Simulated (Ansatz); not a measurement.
HgSe: the change of energy less free atoms and pressure with volume per atom

Results calculated with Ansatz 0.2.0, not measured. Periodic Kohn-Sham DFT of a crystal at fixed atoms; pressure and stress are positive in compression; the energy is the free energy less that of spherical unpolarised free atoms; site moments are those in the method's own spheres, positive along +z.

Cell of the first row (space group F-43m, No. 216):
```
HgSe
1.0
      0.0000     2.9740     2.9740
      2.9740     0.0000     2.9740
      2.9740     2.9740     0.0000
Hg Se
1 1
Direct
  0.00000 0.00000 0.00000
  0.75000 0.75000 0.75000
```

Settings of every row: method all-electron LAPW; functional PBEsol; relativity scalar; k mesh 9x9x9; filling fermi-dirac; smearing width 0.02 eV; basis error target 0.25 meV/atom; nucleus gaussian.

Atom start moment: 0 on all atoms.

Limits: no spin-orbit coupling on heavy atoms.

```
row  volume per atom (Å³)  energy less free atoms (eV/atom)  pressure (GPa)
  1                26.305                            -2.369           5.992
  2                26.864                            -2.387           4.384
  3                27.424                           -2.3998           2.955
  4                27.704                           -2.4044             2.3
  5                27.984                                 ?               ?
  6                28.264                           -2.4103           1.101
  7                28.543                           -2.4117           0.551
  8                29.103                           -2.4118          -0.455
  9                29.663                           -2.4087           -1.35
```

Question: what energy less free atoms and pressure should row 5 give?

Worked fit of energy less free atoms. Take u = (V_r/V)^(2/3) − 1 with V_r = 27.984 Å³ an atom, which is twice the finite (Eulerian) strain; such expansions in the strain, on which the Birch-Murnaghan equation of state is built, carry the rest volume and the bulk modulus. The shown rows have u = 0.04211, 0.0276, 0.01357, 0.00673, -0.00662, -0.0131, -0.0258, -0.0381. Least squares give energy less free atoms = −2.40785 + 0.44 × u + 11.21 × u² + 6.1 × u³ eV/atom; a parabola predicts inner rows, each left out in turn, worse (root mean square 0.00011 against 4.5e-05 eV/atom). All shown rows lie on it to the printed digit. Its lowest point lies at u = -0.0200, or V = 28.84 Å³ an atom, and the curvature there gives the bulk modulus at fixed shape and fractions, B = (4/9)(1 + u)² E″(u)/V = 51.4 GPa. The withheld row has u = 0, so the fit gives −2.40785 + 0.44 × (0) + 11.21 × (0)² + 6.1 × (0)³ = -2.4078 eV/atom.

The calculation gave -2.4078 eV/atom. The fit meets it to the printed digit.

Worked fit of pressure. Take u = (V_r/V)^(2/3) − 1 with V_r = 27.984 Å³ an atom, which is twice the finite (Eulerian) strain; such expansions in the strain, on which the Birch-Murnaghan equation of state is built, carry the rest volume and the bulk modulus. The shown rows have u = 0.04211, 0.0276, 0.01357, 0.00673, -0.00662, -0.0131, -0.0258, -0.0381. Least squares give pressure = 1.6821 + 89.891 × u + 282.34 × u² + 316 × u³ GPa; a parabola predicts inner rows, each left out in turn, worse (root mean square 0.0053 against 0.0015 GPa). The rows lie off it by 0.000, -0.001, 0.000, 0.000, 0.002, -0.001, 0.000, 0.000. The pressure vanishes at u = -0.0199, or V = 28.84 Å³ an atom, and there the bulk modulus at fixed shape and fractions is B = −V dP/dV = (2/3)(1 + u) dP/du = 51.6 GPa. The withheld row has u = 0, so the fit gives 1.6821 + 89.891 × (0) + 282.34 × (0)² + 316 × (0)³ = 1.682 GPa.

The calculation gave 1.683 GPa. The fit lies 0.001 GPa (0.014 % of the column's range) below it, one unit of the last digit.
